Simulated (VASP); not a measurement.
ZnSe (Stilleite), 2 atoms in the cell. It takes space group F-43m (No. 216, cubic). The conventional cell has a = 5.577 Å, b = 5.577 Å, c = 5.577 Å, α = 90.00°, β = 90.00°, γ = 90.00°. Around Zn (site symmetry -43m) lie 4 Se at 2.41 Å. Se (site symmetry -43m) is surrounded by 4 Zn at 2.41 Å. 

- Program: VASP 6.6.1
- Task: phonons
- Functional: LDA
- Potentials or basis: VASP PAW LDA potentials, release 64 (Zn, Se)
- Cutoff: 600 eV
- k mesh: 8 × 8 × 8
- Occupations: gaussian, width 0.03 eV
- Spin: no spin polarisation
- Target pressure: -1.5 GPa
- By perturbation theory: no
- Further INCAR settings: ALGO = Fast; EDIFF = 1e-08; IBRION = 6; POTIM = 0.015; NSW = 1

Potentials or basis: VASP PAW LDA potentials, release 64 (Zn, Se).

Launch:

```bash
$ cat potpaw_LDA.64/Zn/POTCAR potpaw_LDA.64/Se/POTCAR > POTCAR
$ cp INCAR.step1 INCAR
$ mpirun -np 1 vasp_std > vasp.out
$ cp CONTCAR POSCAR
$ cp INCAR.step2 INCAR
$ mpirun -np 1 vasp_std > vasp.out
```

Hardware: 1 thread of Intel(R) Xeon(R) 6975P-C (Granite Rapids), with other jobs on the host.

Estimate the wall time of this run.

Run time: 80 s on 1 thread of Intel(R) Xeon(R) 6975P-C (Granite Rapids), with other jobs on the host, peak memory 0.25 GiB. Counts: scf iterations 50, k points 29, ion steps 5.
